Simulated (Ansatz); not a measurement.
GeO2:
```xyz
6
Lattice="4.4107 0.0000 0.0000 0.0000 4.4107 0.0000 0.0000 0.0000 2.8701" Properties=species:S:1:pos:R:3 pbc="T T T"
Ge     0.0000     0.0000     0.0000
Ge     2.2053     2.2053     1.4350
O      1.3497     1.3497     0.0000
O      0.8557     3.5550     1.4350
O      3.0610     3.0610     0.0000
O      3.5550     0.8557     1.4350
```

Relaxed with r²SCAN. Special points in fractions of this cell's reciprocal vectors: Γ (0.000, 0.000, 0.000); X (0.000, 0.500, 0.000); M (0.500, 0.500, 0.000); Z (0.000, 0.000, 0.500); R (0.000, 0.500, 0.500); A (0.500, 0.500, 0.500).

**Question.** List the band energies nearest the valence-band maximum at these points for the program Ansatz at the r²SCAN level (PAW).

**Answer.** In eV from the valence-band maximum; about four levels below and three above (degenerate sets whole), none deeper than 8.9 eV; points with the same levels are listed once.

```
k                         below                  above
-  ----------------------------  ---------------------
Γ  -1.99 -1.99 -0.82 -0.82 0.00    2.51 6.69 7.89 7.89
X       -1.78 -1.78 -0.83 -0.83    5.65 5.65 8.61 8.61
M       -2.09 -2.09 -1.54 -1.54    5.73 5.73 9.35 9.35
Z       -2.34 -2.34 -1.93 -1.93  7.01 7.01 12.29 12.29
R       -1.44 -1.44 -1.36 -1.36    7.22 7.22 9.43 9.43
A       -1.36 -1.36 -1.21 -1.21  5.44 5.44 10.81 10.81
```

Space group P4_2/mnm (rutile). Symmetry was held in the r²SCAN relaxation; phonons on a q-mesh show no instability. Scalar-relativistic: spin–orbit coupling is off unless named, which matters more the heavier the elements.

Potentials: the later of the program's two PAW sets.
